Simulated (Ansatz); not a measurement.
The system is HgTe (Coloradoite).

```
CELL_PARAMETERS angstrom
0.00000 3.21450 3.21450
3.21450 0.00000 3.21450
3.21450 3.21450 0.00000
ATOMIC_POSITIONS crystal
Hg 0.00000 0.00000 0.00000
Te 0.75000 0.75000 0.75000
```

Program: Ansatz 0.2.0. Alike in all runs: potentials or basis Ansatz PAW; cell as given; smearing fermi-dirac 0.05 eV. Hardware: 2 threads of Intel(R) Xeon(R) 6975P-C (Granite Rapids), with other jobs on the host.

**Question.** Order these runs on this cell by their wall time, lowest first.
A. task band structure; level PBEsol; spin SOC, no magnetisation; k mesh 7 × 7 × 7; cutoff (eV) 420; points for each segment of the path 14
B. task band structure; level r2SCAN; spin off; k mesh 7 × 7 × 7; cutoff (eV) 500; points for each segment of the path 14
C. task density of states; level PBEsol; spin off; k mesh 6 × 6 × 6; cutoff (eV) 420

**Answer.** C (1.5 s), B (6.1 s), A (13 s).

Caveats: spin-orbit coupling is left out, which moves the levels of the heavy elements (some runs).
